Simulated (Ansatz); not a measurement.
Runs of Ansatz 0.2.0 on BP. The structure is cubic, space group F-43m (No. 216). The conventional cell has a = 4.538 Å, b = 4.538 Å, c = 4.538 Å, α = 90.00°, β = 90.00°, γ = 90.00°. P (site symmetry -43m) is surrounded by 4 B at 1.97 Å. Around B (site symmetry -43m) lie 4 P at 1.97 Å. 

| task | level | potentials or basis | cell | k mesh | cutoff (eV) | smearing | basis error allowed | mesh quality | gap on the mesh (eV) | pressure (GPa) | relaxed volume (Å³/atom) |
| --- | --- | --- | --- | --- | --- | --- | --- | --- | --- | --- | --- |
| relaxation of cell and atoms | BLYP+D4 | all-electron LAPW, scalar-relativistic | relaxed | 10 × 10 × 10 | - | fermi-dirac 0.05 eV | 0.001 eV/atom | not flagged | 1.49 | 0.0 | 11.40 |
| band structure | revPBE | all-electron LAPW, scalar-relativistic | as given | 10 × 10 × 10 | 280 | fermi-dirac 0.05 eV | 0.001 eV/atom | not flagged | 1.26 | 3.2 | - |
| single point | PBE | all-electron PAW datasets made for the crystal | as given | 6 × 6 × 6 | 280 | fermi-dirac 0.05 eV | - | not flagged | 1.34 | (a) | - |
| single point | PBE | all-electron LAPW, scalar-relativistic | as given | 10 × 10 × 10 | 281 | fermi-dirac 0.05 eV | 0.001 eV/atom | not flagged | 1.25 | 1.1 | - |
| band structure | PBEsol | all-electron PAW datasets made for the crystal | as given | 10 × 10 × 10 | 280 | fermi-dirac 0.05 eV | - | not flagged | 1.14 | (c) | - |
| relaxation of cell and atoms | PBEsol | all-electron LAPW, scalar-relativistic | relaxed | 10 × 10 × 10 | - | fermi-dirac 0.05 eV | 0.001 eV/atom | not flagged | (b) | 0.0 | 11.54 |
| relaxation of cell and atoms | revPBE | all-electron LAPW, scalar-relativistic | relaxed | 10 × 10 × 10 | - | fermi-dirac 0.05 eV | 0.001 eV/atom | not flagged | 1.29 | 0.0 | 11.91 |
| Born charges and dielectric tensor | PBEsol | all-electron PAW datasets made for the crystal | as given | 10 × 10 × 10 | 310 | fixed | - | not flagged | 1.14 | - | - |
| single point | PBE0 | all-electron PAW datasets made for the crystal | as given | 6 × 6 × 6 | 310 | fermi-dirac 0.05 eV | - | not flagged | (d) | - | - |
| single point | PBE | all-electron LAPW, scalar-relativistic | as given | 4 × 4 × 4 | 227 | fermi-dirac 0.06 eV | 0.004 eV/atom | coarse | 1.32 | 2.2 | - |
| single point | PBE0 | all-electron PAW datasets made for the crystal | as given | 8 × 8 × 8 | 310 | fermi-dirac 0.05 eV | - | not flagged | 2.69 | - | - |

Alike in all rows: no spin polarisation.

Problem. Fill in the values left out.

Solution. (a) 1.2; (b) 1.12; (c) -2.0; (d) 2.77.

Caveats: some runs use coarse meshes; the program warned that the printed levels may be off, so bands, gaps and densities of states are rough (some runs).

A k mesh can miss the band edges.

Not every run made on this cell is shown here.
